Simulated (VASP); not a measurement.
# Sn (I4/mmm) in VASP: notebook

Runs on Sn. Level: PBE+D3(BJ). Tasks: single point.

Program: VASP 6.6.1. These are calculated values, not measurements. Logs are shortened: lines on timing, memory, paths and dates and some standing lists are left out, and cuts for length are marked.

**1. The cell of the first run**

The structure is tetragonal, space group I4/mmm (No. 139). Conventional cell: a = 3.486 Å, b = 3.486 Å, c = 4.092 Å, α = 90.00°, β = 90.00°, γ = 90.00°. Sn (site symmetry 4/mmm) is surrounded by 12 Sn at 3.20 to 3.49 Å.

This isn't the form of Sn at room conditions, which is tetragonal (white tin).

**2. Single point, PBE+D3(BJ) (strain -0.080 along x and y, +0.080 along z, atoms carried along)**

File INCAR:

```
ALGO     = Fast           # electronic algorithm
EDIFF    = 1E-6           # SCF threshold, eV
ENCUT    = 520            # plane-wave cutoff, eV
GGA      = PE             # functional
ISIF     = 2              # what is computed and relaxed
ISMEAR   = 0              # smearing method
IVDW     = 12             # dispersion correction
LASPH    = T              # aspherical terms in the spheres
LCHARG   = F              # write CHGCAR
LREAL    = F              # projectors in reciprocal space
LWAVE    = F              # write WAVECAR
NBANDS   = 13             # bands
NELM     = 100            # most SCF steps
PREC     = Accurate       # precision mode
SIGMA    = 0.15           # smearing width, eV
```

File KPOINTS:

```
k-points
0
Gamma
  18 18 18
```

File POSCAR:

```
Sn
1.0
   -1.7430796737      1.7430796737      2.0462239647
    1.7430796737     -1.7430796737      2.0462239647
    1.7430796737      1.7430796737     -2.0462239647
Sn
1
Direct
    0.0000000000      0.0000000000      0.0000000000
```

Potentials or basis: VASP PAW PBE potentials, release 64 (Sn_d).

On the command line:

```bash
$ cat potpaw_PBE.64/Sn_d/POTCAR > POTCAR
$ mpirun -np 1 vasp_std > vasp.out
```

OUTCAR:

```text
EDIFF = 1E-6
   ENCUT = 520
   GGA = PE
   ISIF = 2
   ISMEAR = 0
   IVDW = 12
   LASPH = T
   LREAL = F
   NELM = 100
   PREC = Accurate
 IVDW          = 12

 ion  position               nearest neighbor table
   1  0.000  0.000  0.000-

  LATTYP: Found a body centered tetragonal cell.
 ALAT       =     3.4861593474
 C/A-ratio  =     1.1739130434

  Lattice vectors:

 A1 = (  -1.7430796737,   1.7430796737,   2.0462239647)
 A2 = (   1.7430796737,  -1.7430796737,   2.0462239647)
 A3 = (   1.7430796737,   1.7430796737,  -2.0462239647)

Analysis of symmetry for initial positions (statically):
=====================================================================
 Subroutine PRICEL returns:
 Original cell was already a primitive cell.

 Routine SETGRP: Setting up the symmetry group for a
 body centered tetragonal supercell.

 Subroutine GETGRP returns: Found 16 space group operations
 (whereof 16 operations were pure point group operations)
 out of a pool of 16 trial point group operations.

The static configuration has the point symmetry D_4h.

Analysis of symmetry for dynamics (positions and initial velocities):
=====================================================================
 Subroutine PRICEL returns:
 Original cell was already a primitive cell.

 Routine SETGRP: Setting up the symmetry group for a
 body centered tetragonal supercell.

 Subroutine GETGRP returns: Found 16 space group operations
 (whereof 16 operations were pure point group operations)
 out of a pool of 16 trial point group operations.

The dynamic configuration has the point symmetry D_4h.

 Subroutine INISYM returns: Found 16 space group operations
 (whereof 16 operations are pure point group operations),
 and found     1 'primitive' translations

----------------------------------------------------------------------------------------

                                     Primitive cell

  volume of cell :      24.8684

  direct lattice vectors                    reciprocal lattice vectors
    -1.743079674  1.743079674  2.046223965     0.000000000  0.286848621  0.244352529
     1.743079674 -1.743079674  2.046223965     0.286848621  0.000000000  0.244352529
     1.743079674  1.743079674 -2.046223965     0.286848621  0.286848621  0.000000000

  length of vectors
     3.203698802  3.203698802  3.203698802     0.376815989  0.376815989  0.405665210

  position of ions in fractional coordinates (direct lattice)
     0.000000000  0.000000000  0.000000000

  ion indices of the primitive-cell ions
   primitive index   ion index
                 1           1

----------------------------------------------------------------------------------------

 KPOINTS: k-points

Automatic generation of k-mesh.
 Grid dimensions read from file:
 generate k-points for:   18   18   18

 Generating k-lattice:

  Cartesian coordinates                     Fractional coordinates (reciprocal lattice)
     0.000000000  0.015936034  0.013575140     0.055555556  0.000000000  0.000000000
     0.015936034  0.000000000  0.013575140     0.000000000  0.055555556  0.000000000
     0.015936034  0.015936034  0.000000000     0.000000000  0.000000000  0.055555556

  Length of vectors
     0.020934222  0.020934222  0.022536956

  Shift w.r.t. Gamma in fractional coordinates (k-lattice)
     0.000000000  0.000000000  0.000000000

 Subroutine IBZKPT returns following result:
 ===========================================

 Found    480 irreducible k-points:

 Following reciprocal coordinates:
            Coordinates               Weight
  0.000000  0.000000  0.000000      1.000000
  0.055556 -0.000000  0.000000      8.000000
  0.111111 -0.000000  0.000000      8.000000
  0.166667 -0.000000  0.000000      8.000000
  0.222222  0.000000  0.000000      8.000000
  0.277778  0.000000 -0.000000      8.000000
[... 16 lines left out ...]
 -0.277778  0.055556  0.000000     16.000000
 -0.222222  0.055556  0.000000     16.000000
 [... further k-points ...]
   k-points           NKPTS =    480   k-points in BZ     NKDIM =    480   number of bands    NBANDS=     13
   number of dos      NEDOS =    301   number of ions     NIONS =      1
   total plane-waves  NPLWV =  13824
   dimension x,y,z NGX =    24 NGY =   24 NGZ =   24
   dimension x,y,z NGXF=    48 NGYF=   48 NGZF=   48
   ions per type =               1
   NGX,Y,Z   is equivalent  to a cutoff of  12.45, 12.45, 12.45 a.u.
   NGXF,Y,Z  is equivalent  to a cutoff of  24.91, 24.91, 24.91 a.u.
 SYSTEM =  unknown system
   PREC   = accura    normal or accurate (medium, high low for compatibility)
   ISTART =      0    job   : 0-new  1-cont  2-samecut
   ICHARG =      2    charge: 1-file 2-atom 10-const
   ISPIN  =      1    spin polarized calculation?
   LNONCOLLINEAR =      F non collinear calculations
   LSORBIT =      F    spin-orbit coupling
   LASPH  =      T    aspherical Exc in radial PAW
   ENCUT  =  520.0 eV  38.22 Ry    6.18 a.u.   5.96  5.96  5.96*2*pi/ulx,y,z
   NELM   =    100;   NELMIN=  2; NELMDL= -5     # of ELM steps
   EDIFF  = 0.1E-05   stopping-criterion for ELM
   LREAL  =      F    real-space projection
   EDIFFG = 0.1E-04   stopping-criterion for IOM
   NSW    =      0    number of steps for IOM
   IBRION =     -1    ionic relax: 0-MD 1-quasi-New 2-CG
   NFREE  =      0    steps in history (QN), initial steepest desc. (CG)
   ISIF   =      2    stress and relaxation
   ISYM   =      2    0-nonsym 1-usesym 2-fastsym
   POTIM  = 0.5000    time-step for ionic-motion
   TEBEG  =    0.0;   TEEND  =   0.0 temperature during run
   PSTRESS=    0.0 pullay stress
   NELECT =      14.0000    total number of electrons
   NUPDOWN=      -1.0000    fix difference up-down
   EMIN   =  10.00;   EMAX   =-10.00  energy-range for DOS
   EFERMI =   0.00;   METHOD = LEGACY
   ISMEAR =     0;   SIGMA  =   0.15  broadening in eV -4-tet -1-fermi 0-gaus
   EFERMI_NEDOS =   21; number of points for ismear=-14 and -15
   IALGO  =     68    algorithm
   IMIX   =      4    mixing-type and parameters
     AMIX     =   0.40;   BMIX     =  1.00
     AMIX_MAG =   1.60;   BMIX_MAG =  1.00
  volume/ion in A,a.u.               =      24.87       167.82
  Fermi-wavevector in a.u.,A,eV,Ry     =   1.351766  2.554468 24.861548  1.827272
  Thomas-Fermi vector in A             =   2.479161
   LORBIT       =      0    0 simple, 1 ext, 2 COOP (PROOUT), +10 PAW based schemes
   GGA     = PE    functional components
   LHFCALC =     F    Hartree Fock is set to
   AEXX    =    0.0000 exact exchange contribution
   IVDW    =    12    specifies the selected vdW correction
   LEPSILON=     F    determine dielectric tensor
   LRPA    =     F    only Hartree local field effects (RPA)
 non-spin polarized calculation
 RMM-DIIS sequential band-by-band and
 Gauss-broadening in eV      SIGMA  =   0.15
  energy-cutoff  :      520.00
  volume of cell :       24.87
 maximum number of plane-waves:       700
   NGX = 11   NGY = 11   NGZ = 11

 number of electron      13.9999996 magnetization

 Free energy of the ion-electron system (eV)
  ---------------------------------------------------
  ext. energy  EPLUGINS =         0.00000000
  ---------------------------------------------------
  free energy    TOTEN  =        -3.72627952 eV

  energy without entropy =       -3.71944712  energy(sigma->0) =       -3.72286332

 E-fermi :   9.2757     XC(G=0): -10.7891

 val. band max:        9.2559221944   @ k =   0.3889   0.2222   0.0000
 cond. band min:       9.2907150812   @ k =  -0.1111   0.2778   0.1111
 fundamental gap:      0.0347928868
 Fermi energy:         9.2757487935

 k-point     1 :       0.0000    0.0000    0.0000
  band No.  band energies     occupation
      1     -12.4047      2.00000
      2     -12.4047      2.00000
      3     -12.3495      2.00000
      4     -12.2802      2.00000
      5     -12.2070      2.00000
      6      -2.5517      2.00000
      7      17.6067      0.00000
      8      17.9949      0.00000
      9      17.9949      0.00000
     10      20.3850      0.00000
     11      21.8198      0.00000
     12      21.8198      0.00000
     13      22.5056      0.00000

 k-point     2 :       0.0556   -0.0000    0.0000
  band No.  band energies     occupation
      1     -12.4021      2.00000
      2     -12.4011      2.00000
      3     -12.3474      2.00000
      4     -12.2804      2.00000
      5     -12.2086      2.00000
      6      -2.4821      2.00000
      7      16.9820      0.00000
      8      17.7381      0.00000
      9      17.7500      0.00000
     10      20.0350      0.00000
     11      21.9919      0.00000
     12      22.2477      0.00000
     13      22.5411      0.00000

 k-point     3 :       0.1111   -0.0000    0.0000
  band No.  band energies     occupation
      1     -12.3948      2.00000
      2     -12.3948      2.00000
      3     -12.3373      2.00000
      4     -12.2811      2.00000
      5     -12.2127      2.00000
      6      -2.2731      2.00000
      7      15.2814      0.00000
      8      17.1764      0.00000
      9      17.5123      0.00000
     10      19.7923      0.00000
     11      21.5985      0.00000
     12      21.8650      0.00000
     13      22.6973      0.00000
[... 305 lines left out ...]
 k-point    23 :      -0.2778    0.0556    0.0000
  band No.  band energies     occupation
      1     -12.4034      2.00000
      2     -12.3743      2.00000
      3     -12.2797      2.00000
      4     -12.2567      2.00000
      5     -12.2169      2.00000
      6      -1.0267      2.00000
      7      10.4063      0.00000
      8      15.2135      0.00000
      9      16.2847      0.00000
     10      19.4594      0.00000
     11      19.8758      0.00000
     12      20.7498      0.00000
     13      24.7679      0.00000

 k-point    24 :      -0.2222    0.0556    0.0000
  band No.  band energies     occupation
      1     -12.3994      2.00000
      2     -12.3789      2.00000
      3     -12.2948      2.00000
      4     -12.2770      2.00000
      5     -12.2174      2.00000
      6      -1.5986      2.00000
      7      12.2675      0.00000
      8      15.8528      0.00000
      9      16.6796      0.00000
     10      19.5553      0.00000
     11      20.0996      0.00000
     12      21.2871      0.00000
     13      23.6564      0.00000

 [... further k-points ...]

------------------------ aborting loop because EDIFF is reached ----------------------------------------

 Edisp (eV)   -0.42102

 E8    (eV) :    -0.2019

  FORCE on cell =-STRESS in cart. coord.  units (eV):
  Direction    XX          YY          ZZ          XY          YZ          ZX
  --------------------------------------------------------------------------------------
  -------------------------------------------------------------------------------------
  Total       0.68507     0.68507     0.55868     0.00000     0.00000     0.00000
  in kB      44.13671    44.13671    35.99351     0.00000     0.00000     0.00000
  external pressure =       41.42 kB  Pullay stress =        0.00 kB

 VOLUME and BASIS-vectors are now :
 -----------------------------------------------------------------------------
  energy-cutoff  :      520.00
  volume of cell :       24.87
      direct lattice vectors                 reciprocal lattice vectors
    -1.743079674  1.743079674  2.046223965     0.000000000  0.286848621  0.244352529
     1.743079674 -1.743079674  2.046223965     0.286848621  0.000000000  0.244352529
     1.743079674  1.743079674 -2.046223965     0.286848621  0.286848621  0.000000000

 POSITION                                       TOTAL-FORCE (eV/Angst)
 -----------------------------------------------------------------------------------
      0.00000      0.00000      0.00000        -0.000000     -0.000000     -0.000000
 -----------------------------------------------------------------------------------
    total drift:                                0.000000      0.000000     -0.000000

  FREE ENERGIE OF THE ION-ELECTRON SYSTEM (eV)
  ---------------------------------------------------
  free  energy   TOTEN  =        -4.1473000526 eV

  energy  without entropy=       -4.1404676557  energy(sigma->0) =       -4.14388385
```

It took 34 s on 1 thread of Intel Xeon 6975P-C (Granite Rapids), shared host; peak memory 0.26 GiB.

Results:

```yaml
Free_energy: -4.1473 eV
Pressure: 4.1 GPa
Band_gap_on_the_k_mesh: none (metal or under the smearing width)
Dispersion_energy_per_atom: -0.421 eV
```

Caveat: pairwise dispersion overbinds metals, which lowers pressure and volume.

**3. Single point, PBE+D3(BJ) (strain +0.000 along x and y, -0.080 along z, atoms carried along)**

File INCAR:

```
PREC     = Accurate       # precision mode
ENCUT    = 520            # plane-wave cutoff, eV
EDIFF    = 1E-6           # SCF threshold, eV
ISMEAR   = 0              # smearing method
SIGMA    = 0.15           # smearing width, eV
LREAL    = F              # projectors in reciprocal space
LASPH    = T              # aspherical terms in the spheres
NELM     = 100            # most SCF steps
ALGO     = Fast           # electronic algorithm
ISIF     = 2              # what is computed and relaxed
LWAVE    = F              # write WAVECAR
LCHARG   = T              # write CHGCAR
GGA      = PE             # functional
IVDW     = 12             # dispersion correction
LELF     = T              # ELF
LVHAR    = T            
NBANDS   = 13             # bands
```

File KPOINTS:

```
Automatic mesh
0
Gamma
  18 18 18
```

File POSCAR:

```
Sn
1.0
   -1.8946518192      1.8946518192      1.7430796737
    1.8946518192     -1.8946518192      1.7430796737
    1.8946518192      1.8946518192     -1.7430796737
Sn
1
Direct
    0.0000000000      0.0000000000      0.0000000000
```

Potentials or basis: VASP PAW PBE potentials, release 64 (Sn_d).

On the command line:

```bash
$ cat potpaw_PBE.64/Sn_d/POTCAR > POTCAR
$ mpirun -np 1 vasp_std > vasp.out
```

It took 34 s on 1 thread of Intel Xeon 6975P-C (Granite Rapids), shared host; peak memory 0.26 GiB.

The run converged. Its results:

| Item | Value |
| --- | --- |
| Free energy | -4.1557 eV |
| Pressure | 3.4 GPa |
| Band gap on the k mesh | none (metal or under the smearing width) |
| Dispersion energy per atom | -0.418 eV |

Stress tensor (GPa, compression positive):
```
3.55 0.00 0.00
0.00 3.55 0.00
0.00 0.00 3.06
```

Levels at points of the mesh, in eV from the Fermi level:
| k point | band 3 | band 4 | band 5 | band 6 | band 7 | band 8 | band 9 | band 10 | band 11 | band 12 |
| --- | --- | --- | --- | --- | --- | --- | --- | --- | --- | --- |
| (0.00, 0.00, 0.00) | -21.63 | -21.51 | -21.45 | -11.75 | 8.35 | 8.35 | 9.25 | 12.14 | 12.14 | 12.18 |
| (0.50, 0.00, 0.00) | -21.49 | -21.45 | -21.36 | -6.29 | -4.80 | 3.54 | 5.19 | 8.02 | 8.07 | 15.18 |
| (0.50, 0.50, 0.00) | -21.52 | -21.48 | -21.38 | -6.94 | -5.05 | 4.72 | 6.77 | 9.40 | 9.56 | 14.11 |
| (0.50, 0.50, 0.50) | -21.40 | -21.40 | -21.37 | -2.22 | -1.14 | -1.14 | 0.61 | 3.39 | 4.49 | 18.74 |

Caveat: pairwise dispersion overbinds metals, which lowers pressure and volume.
